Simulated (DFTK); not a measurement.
Wanted: the native input for a DFTK 0.8.2 run.

| Item | Value |
| --- | --- |
| Task | band structure |
| Functional | TASK |
| Potentials or basis | in-house norm-conserving set (r2SCAN, scalar relativistic) |
| Cutoff | 1279 eV |
| k mesh | 6 × 6 × 6 |
| Occupations | fermi-dirac, width 0.05 eV |
| Spin | no spin polarisation |
| Valence electrons | O 6, Sr 10 |
| SCF tolerance on the density | 1e-06 |

The structure of SrO lies in POSCAR:

```
SrO
1.0
    0.0000000000      2.5663000000      2.5663000000
    2.5663000000      0.0000000000      2.5663000000
    2.5663000000      2.5663000000      0.0000000000
Sr O
1 1
Direct
    0.5000000000      0.5000000000      0.5000000000
    0.0000000000      0.0000000000      0.0000000000
```

The input as run:

run.jl

```julia
using DFTK
using PseudoPotentialData
using Unitful, UnitfulAtomic
using LinearAlgebra, Printf
include("save.jl")
disable_threading()

lines     = readlines("POSCAR")
lattice   = austrip(1u"Å") * parse(Float64, lines[2]) * hcat([parse.(Float64, split(l)) for l in lines[3:5]]...)
symbols   = vcat([fill(Symbol(s), parse(Int, n)) for (s, n) in zip(split(lines[6]), split(lines[7]))]...)
positions = [parse.(Float64, split(l)[1:3]) for l in lines[9:8+length(symbols)]]
pseudopotentials = Dict(:O => "O.upf", :Sr => "Sr.upf")
elements = Dict(s => ElementPsp(s, pseudopotentials; rcut=10.0) for s in unique(symbols))
atoms    = [elements[s] for s in symbols]

build_model(lattice, positions; symmetries=true) =
    model_DFT(lattice, atoms, positions;
              functionals=[:mgga_x_task, :lda_c_pw],
              temperature=austrip(0.05u"eV"),
              smearing=Smearing.FermiDirac(),
              symmetries)
Ecut  = 47.0  # hartree
kgrid = [6, 6, 6]
tol   = 1e-6
to_GPa = ustrip(uconvert(u"GPa", 1u"hartree/bohr^3"))

model = build_model(lattice, positions)
basis = PlaneWaveBasis(model; Ecut, kgrid)
display(basis)
scfres = self_consistent_field(basis;
                               tol,
                               nbandsalg=AdaptiveBands(model; n_bands_converge=13))
display(scfres.energies)
@printf "Fermi level: %.6f eV\n" ustrip(auconvert(u"eV", something(scfres.εF, NaN)))
forces = compute_forces_cart(scfres)
println("Forces (eV/Å)")
for (s, f) in zip(symbols, forces)
    @printf "%-3s %12.6f %12.6f %12.6f\n" s ustrip.(auconvert.(u"eV/Å", f))...
end
stress = compute_stresses_cart(scfres)
println("Stress (GPa)")
display(round.(stress * to_GPa; digits=4))
println("Levels at the first k-point (eV): ", round.(ustrip.(auconvert.(u"eV", scfres.eigenvalues[1][1:scfres.n_bands_converge])); digits=4))
save_scf!(scfres; forces, stress)

points = Dict("G" => [0.0, 0.0, 0.0], "K" => [0.375, 0.375, 0.75], "L" => [0.5, 0.5, 0.5], "U" => [0.625, 0.25, 0.625], "W" => [0.5, 0.25, 0.75], "X" => [0.5, 0.0, 0.5])
segments = [("G", "X", 7), ("X", "W", 4), ("W", "K", 3), ("K", "G", 7), ("G", "L", 6), ("L", "U", 4), ("U", "W", 3), ("W", "L", 5), ("L", "K", 4), ("U", "X", 3)]
kcoords = vcat([[points[a] + t * (points[b] - points[a]) for t in range(0, 1, n)] for (a, b, n) in segments]...)
bands = compute_bands(scfres, ExplicitKpoints(kcoords); n_bands=15, tol=1e-5)
for (k, ε) in zip(bands.basis.kpoints, bands.eigenvalues)
    @printf "%d %8.4f %8.4f %8.4f " k.spin k.coordinate...
    println(join([@sprintf("%9.4f", e) for e in ustrip.(auconvert.(u"eV", ε .- scfres.εF))]))
end
results["band_energies"] = rows(bands.eigenvalues); results["band_kpoints"] = rows(kcoords)
```

Potentials or basis: in-house norm-conserving set (r2SCAN, scalar relativistic).

Launch:

```sh
$ julia --threads=1 run.jl  # save.jl only writes the numbers to a file and isn't shown; printed stress counts tension as positive; times include loading and compiling
```

Results of the run:

```json
{"Pressure": "11.4 GPa", "Band gap on the k mesh": "5.02 eV, indirect (least direct gap 5.09 eV)", "Band gap along the path": "5.02 eV, indirect (least direct gap 5.09 eV)"}
```

Caveat: the program warned that the kinetic-energy density falls under its von Weizsäcker bound, which can give unphysical results; the potentials were made for another functional, which shifts forces and pressure.

It took 18 min on 1 thread of Intel(R) Xeon(R) Platinum 8259CL CPU @ 2.50GHz (Skylake/Cascade Lake) (shared host), peak memory 1.7 GiB.
